## Question: why does a dearer method not give alumina a better gap?

I have ten calculations of Al₂O₃ in the corundum structure, ordered roughly from cheap to dear, and I had hoped to see the results settle down as I went along the list. They don't.

Corundum Al₂O₃ (R-3c) by the methods named, without spin polarisation or spin–orbit coupling. Gaps and times are for single points on the r2SCAN-relaxed cell; volumes come from each method's own relaxation or energy curve, and bulk moduli hold the cell shape fixed. Plane-wave PBE uses a 420 eV cutoff and a 6×6×6 k mesh, its coarse run 260 eV and 2×2×2.

| name | kind | band gap (eV) | volume per atom (Å³) | bulk modulus (GPa) | atoms computed | rough processor time, order of size (s) |
| --- | --- | --- | --- | --- | --- | --- |
| PBE coarse-settings | low cutoff and mesh | 6.095 | n/a | n/a | 10 | 2 |
| PBE | semilocal | 6.241 | 8.760 | 231.10 | 10 | 10 |
| GFN1-xTB tblite | tight binding | 0.908 | n/a | n/a | 120 | 20 |
| GFN2-xTB tblite | tight binding | 2.515 | 8.871 | 198.60 | 120 | 30 |
| r2SCAN | semilocal | 7.139 | 8.495 | 257.40 | 10 | 30 |
| PM7 | semi-empirical | 11.223 | n/a | n/a | 120 | 40 |
| PM6 | semi-empirical | 12.746 | n/a | n/a | 120 | 40 |
| PBE SZV | small basis | 5.795 | n/a | n/a | 10 | 40 |
| PBE DZVP | small basis | 6.216 | 8.745 | 226.80 | 10 | 100 |
| GLLB-SC | model potential | 9.514 | n/a | n/a | 10 | 100 |

The band gap is below 1 eV with one tight-binding method and close to 13 eV with a semi-empirical one. A deliberately careless PBE run has nearly the gap of the careful one, while r2SCAN lies well above both. GFN2-xTB gets the gap badly wrong, yet its volume looks reasonable. Why do the gaps scatter like this, and why do PBE and GFN2-xTB make the crystal softer than r2SCAN does? I care about alumina as an insulating layer in transistors, so the gap matters to me.

## Answer

The three results ask different things of a method. The volume depends on where the total energy has its minimum, and the bulk modulus (the resistance to compression) on how sharply the energy rises around it. Both concern the electrons that are there. The gap also asks what happens to an electron that isn't there yet, and the methods in your list treat that electron in very different ways.

**What the empty level feels**

In alumina the highest filled states are mainly oxygen 2p, and the lowest empty state is spread over aluminium and oxygen s functions. The true gap is the energy needed to remove an electron from the crystal, less the energy gained when one is added elsewhere. What your table lists are differences between orbital energies. These equal the true gap only if the empty orbital feels what a really added electron would feel.

PBE computes one potential from the electron density and uses it for filled and empty orbitals alike. Add one electron to a large crystal and the density hardly changes anywhere, so the PBE potential hardly changes either. The exact potential would jump upwards by a constant as soon as the filled bands were exceeded, and this jump belongs to the true gap. PBE has no such jump, which is the standard reason why its gap of 6.2 eV lies some 2.6 eV below the measured one, roughly 8.8 eV as I recall it. On this cell PBE is squeezed by about 7.6 GPa, which is expected to widen its gap, so at its own volume the shortfall should be somewhat larger.

r2SCAN also looks at the kinetic energy density, which is built from the orbitals. Its potential therefore acts on each orbital in its own way, and part of the missing jump finds its way into the orbital energies. The gap rises by 0.9 eV, or 14 % of the PBE value. Both calculations use the same atomic positions and k mesh, so this rise does not come from a change of structure. The r2SCAN run has a higher cutoff (500 against 420 eV), but a much larger change of settings moved the PBE gap by only 0.15 eV, so the rise is almost all due to the functional. About 1.7 eV is still lacking against the rough measured value.

GLLB-SC goes further: it estimates the jump and adds it to the orbital gap. It gives 9.5 eV, the closest to experiment in your list, though now on the high side by about 0.7 eV. Not all of that excess need be the method's fault. The measured crystal has vibrating atoms, even at low temperature, and their motion narrows the gap, while the calculation holds them still.

**Why PM6 and PM7 overshoot**

PM6 and PM7 are simplified forms of Hartree–Fock theory, and their empty orbitals err in the opposite direction. In Hartree–Fock theory exchange cancels the repulsion of a filled orbital with itself, so an electron in it feels only the others. An empty orbital has nothing to cancel and feels every electron in the crystal. That places it high above the filled ones.

A real crystal would soften the blow. Its electrons shift a little to surround an added electron, or the hole left by a removed one, and this screening lowers the cost of both. Hartree–Fock orbital energies leave it out. PM6 accordingly gives 12.7 eV, about twice the PBE gap, and PM7 gives 11.2 eV. Their fitted repulsion integrals are set well below the bare ones, which is expected to absorb part of the missing screening, but the overshoot remains here.

**Why xTB can miss the gap and still find the volume**

The two xTB methods are tight-binding models whose parameters were fitted to molecules, mainly to their structures, vibrations and interactions. Such a fit constrains the total energy near equilibrium. It says much less about where the lowest empty band of an ionic crystal should lie. An empty level enters the total energy only through its mixing with the filled ones, so an error in its position can cost the fit little. This explains how a gap can go wrong unnoticed. It doesn't explain why both xTB gaps come out too small rather than too large, and the table can't settle that.

GFN2-xTB shows the split clearly. Its gap of 2.5 eV is less than half the PBE value, yet its volume is only 4.4 % above that of r2SCAN. GFN1-xTB is in a worse state: on the common cell it reports a pressure of 48 GPa, about five times that of GFN2-xTB, and would expand strongly if it were allowed to. Its gap of 0.9 eV belongs to a crystal far from that method's own equilibrium. Both xTB runs see few k points, but that isn't what makes their gaps small: for given bands, leaving points out can hide a band edge and so widen the gap, but it can't narrow it.

**What finer settings buy**

The careless PBE run is poor in a different way: its total energy is far from converged, yet its gap is close to that of the careful PBE run. The total energy comes out 0.8 eV per atom too high relative to the careful run. Cutoff and mesh were lowered together, so the two runs can't separate their shares; the low cutoff, which cannot follow the sharp oxygen orbitals near the nuclei, is the likely main cause. The largest force component is more than six times as large. The two band edges, however, hardly move: on the program's energy scale the filled one drops by 0.02 eV and the empty one by 0.17 eV, so the gap falls by only 0.15 eV. The coarse mesh does little harm because it contains the zone centre, where both band edges lie.

The small-basis rows tell a similar story. With the smallest basis (SZV), PBE gives a gap 0.45 eV below its plane-wave value; with DZVP the two agree to within 0.03 eV. You might have expected a poor basis to push the empty level up and widen the gap, but it can push the filled levels up too. The gap is a difference of two levels that both err, so its error can take either sign, and the gap alone can't say which edge errs more here. The recovery with DZVP shows only that the small basis is to blame.

Finer settings, then, bring PBE closer to the PBE answer. They don't supply the physics that PBE lacks. The three rows with a rough time of 40 s make the point: their gaps differ by up to 7 eV, mainly because PBE treats the empty level in one way and the two methods built on Hartree–Fock theory in another. The times themselves are only orders of size, and they belong to cells of 10 and 120 atoms.

**Why a larger crystal is a softer one**

For the modulus, picture the energy of a bond as it is stretched. The wall on the short side is steep, and the curve flattens towards longer distances. A method that binds too weakly places the atoms further out, where the curve bends less, and so reports a softer crystal. PBE is known to bind many solids a little too weakly, and here its volume is 3.1 % above that of r2SCAN and its modulus 26 GPa lower.

Is the longer bond enough to explain the softness? You can test this by squeezing the PBE crystal, on paper, to the r2SCAN volume. Let B₀ be the modulus at a method's own equilibrium and P the pressure that the method reports on the common r2SCAN cell. In most solids the modulus grows by about 4 GPa for each GPa of pressure. Taking that slope as constant leads to the Murnaghan equation:

B(P) = B₀ + 4P

V₀/V = (1 + 4P/B₀)^(1/4)

Here V₀ is the method's own volume and V that of the common cell. For PBE, B₀ is 231 GPa and P is 7.56 GPa:

V₀/V = (1 + 4 × 7.56/231)^(1/4) = 1.031

B = 231 + 4 × 7.56 ≈ 261 GPa

The first line returns the 3.1 % expansion in the table. No number was fitted to your data, but pressure, modulus and volume all come from PBE itself, so the agreement only shows that they are consistent with one another.

The second line is the instructive one. At equal volume PBE would have a modulus of about 261 GPa, against 257 GPa for r2SCAN. The slope of 4 is a typical value and not one computed for alumina; slopes of 3 and 5 would give 254 and 269 GPa. The volumes favour the middle value: slopes of 3 and 5 predict expansions of 3.17 % and 3.08 % against the 3.12 % in the table, though small errors in the volumes blur so fine a test. Within that uncertainty, its longer bonds are enough to account for the softness of PBE.

GFN2-xTB behaves differently. Its reported pressure of 9.5 GPa again accounts for its expansion, but squeezing raises its modulus only from 199 to about 236 GPa. Even a slope of 5 leaves it at 246 GPa, still below r2SCAN. Its expansion of 4.43 % lies between the 4.46 % and 4.37 % that slopes of 4 and 5 predict (a slope of 3 gives 4.56 %), so longer bonds explain more than half of its softness, and the rest remains when the bonds are equally long: the fitted energy curve itself bends too little.

The link between size and softness holds for large differences, not for every small one. PBE with the DZVP basis has a volume 0.2 % below plane-wave PBE and yet a modulus 2 % lower. I would read nothing into a contrast that small.

**What this means for an insulating layer**

When alumina serves as a gate dielectric, the part of its gap that exceeds the gap of the semiconductor is shared out at the interface between a barrier for electrons and a barrier for holes. A PBE gap that is too small by some 2.6 eV therefore makes the two barriers too low in sum, though by less if the semiconductor's gap comes from PBE too, and leakage through a corundum layer would look easier than it is. The PM6 and PM7 gaps would err towards safety that isn't there. How the excess gap is divided between the barriers depends on the interface, which a calculation of bulk alumina does not contain. An amorphous alumina layer has a smaller gap than corundum, and none of these rows describes it.

For your purpose I would take structure and stiffness from r2SCAN, whose 8.5 Å³ per atom and 257 GPa lie close to the measured values as I roughly recall them. For the gap, ask first what a method lets its empty orbital feel. If it feels the same potential as the filled ones, the gap will tend to be too small; if it feels unscreened Hartree–Fock repulsion, too large. If its level was never part of a fit, a good volume tells you nothing about it.
